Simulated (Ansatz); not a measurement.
AgCl in the zincblende structure, relaxed with r2SCAN, was run in the plane-wave code Ansatz under altered settings. All numbers are computed, without spin polarisation but where a row says otherwise.

```
CELL_PARAMETERS angstrom
0.00000 2.99325 2.99325
2.99325 0.00000 2.99325
2.99325 2.99325 0.00000
ATOMIC_POSITIONS crystal
Ag 0.00000 0.00000 0.00000
Cl 0.25000 0.25000 0.25000
```

The base run's other keys:
```yaml
kpoints:
  mp_grid: { grid: [4, 4, 4] }
hamiltonian:
  xc: hse06
scf:
  occupations: { method: fixed }
  n_extra_bands: 4
```

It takes 11 iterations with 1067 plane waves at 420 eV and 8 k points, and leaves a mean stress of +1.13 GPa. The gap over this mesh is 2.715 eV. It ran on 4 threads of Arm Neoverse V1, on a shared host.

Outcomes, with energy and stress as changes against the base:
```tsv
setting	outcome	ΔF (meV/atom)	Δ mean stress (GPa)	gap on the mesh (eV)	iterations	wall time
PBE hybrid, exx coeff 0.75, unscreened	converged	–	-0.2	8.020	17	6.2 s
hamiltonian.xc: pbe0	converged	–	-0.1	3.441	12	4.9 s
PBE hybrid, exx coeff 0.5, omega 0.2078 1/Å	converged	–	-0.1	4.236	17	6.1 s
PBE hybrid, exx coeff 0.35, omega 0.2078 1/Å	converged	–	0.0	3.319	15	5.9 s
scf.mixing.beta: 0.05	converged	0.0	0.0	2.715	14	5.3 s
basis.ecutwfc: 120	converged, warned	+88386	+1.8	1.934	14	1.9 s
```
A dash marks a value that wasn't obtained or can't be compared. Stress is positive in compression. The base took 5.2 s.

- PBE hybrid, exx coeff 0.75, unscreened. That is 75 % exact exchange, at all ranges, against HSE06's 25 % screened at 0.208 1/Å. The mean stress moves by -0.2 GPa and the gap on the mesh by +5.305 eV (to 8.020). Totals of different functionals aren't comparable.
- hamiltonian.xc: pbe0. The mean stress moves by -0.1 GPa and the gap on the mesh by +0.725 eV (to 3.441). It's another functional on the same cell, so totals aren't comparable.
- PBE hybrid, exx coeff 0.5, omega 0.2078 1/Å. That is 50 % exact exchange, screened with ω = 0.2078 1/Å, against HSE06's 25 % screened at 0.208 1/Å. The mean stress moves by -0.1 GPa and the gap on the mesh by +1.520 eV (to 4.236). Totals of different functionals aren't comparable.
- basis.ecutwfc: 120. 169 plane waves in place of 1067. The free energy moves by +88386 meV an atom, the mean stress by +1.8 GPa and the gap on the mesh by -0.782 eV (to 1.934). The basis is too small: these are errors of the cutoff. Warned: cutoff below recommended, metallic iterate.

Within 1 meV an atom, 0.1 GPa and 0.005 eV of the base stay: scf.mixing.beta: 0.05.

The runs are scalar-relativistic, without spin-orbit coupling.

The stress of a hybrid is loosely converged in these runs.

The meshes of the hybrids are coarse, so their gaps aren't converged to the digits shown.
